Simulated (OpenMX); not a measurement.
Runs of OpenMX 3.8.5 on Ag. Symmetry: Fm-3m, No. 225, cubic system. The conventional cell has a = 4.085 Å, b = 4.085 Å, c = 4.085 Å, α = 90.00°, β = 90.00°, γ = 90.00°. Around Ag (site symmetry m-3m) lie 12 Ag at 2.89 Å. 

```csv
task,level,potentials or basis,cell,mixing scheme,SCF threshold,k mesh for the DOS,other keys,gap on the mesh (eV),pressure (GPa)
single point,LDA,"OpenMX 2013 LDA set, Ag7.0-s3p2d2, grid cutoff 260 Ry",as given,rmm-diisk,1e-10 Ha,-,scf.criterion = 1.0e-10; scf.energycutoff = 260,none,-5.1
density of states,PBE+D3(BJ),"OpenMX 2013 PBE set, Ag7.0-s3p2d1, grid cutoff 400 Ry",cell strained at random at fixed volume,rmm-adiis,1e-06 Ha,14 × 14 × 14,scf.criterion = 1.0e-6; scf.Mixing.Type = rmm-adiis; scf.maxIter = 100,none,-
density of states,LDA,"OpenMX 2013 LDA set, Ag7.0-s3p2d1, grid cutoff 400 Ry",as given,rmm-diisk,1e-08 Ha,14 × 14 × 14,-,none,-4.9
single point,LDA,"OpenMX 2013 LDA set, Ag7.0-s3p2d2, fixed grid of 24 × 24 × 24 points","strain xx of -0.005 (engineering), atoms clamped",rmm-diisk,1e-10 Ha,-,scf.criterion = 1.0e-10; scf.energycutoff = 260,none,(a)
density of states,LDA,"OpenMX 2013 LDA set, Ag7.0-s3p2d2, grid cutoff 400 Ry",as given,rmm-diish,1e-07 Ha,14 × 14 × 14,scf.eigen.lib = lapack; scf.lapack.dste = dstedc; …,none,-5.1
```

Alike in all rows: no spin polarisation; k mesh 11 × 11 × 11; smearing fermi-dirac 0.05 eV.

Q: Estimate the missing entries.

A: (a) -4.5.

Caveats: the basis of atomic orbitals isn't converged, which shifts pressures, moduli and gaps; the real-space grid is coarse for these elements, which adds noise of up to some 20 meV/atom to energies and shifts forces, pressures and volumes (some runs); pairwise dispersion overbinds metals, which lowers pressure and volume (some runs).

A k mesh can miss the band edges, and the runs leave out spin-orbit coupling on Ag.

A gap of «none» marks a metal or a gap under the smearing width.
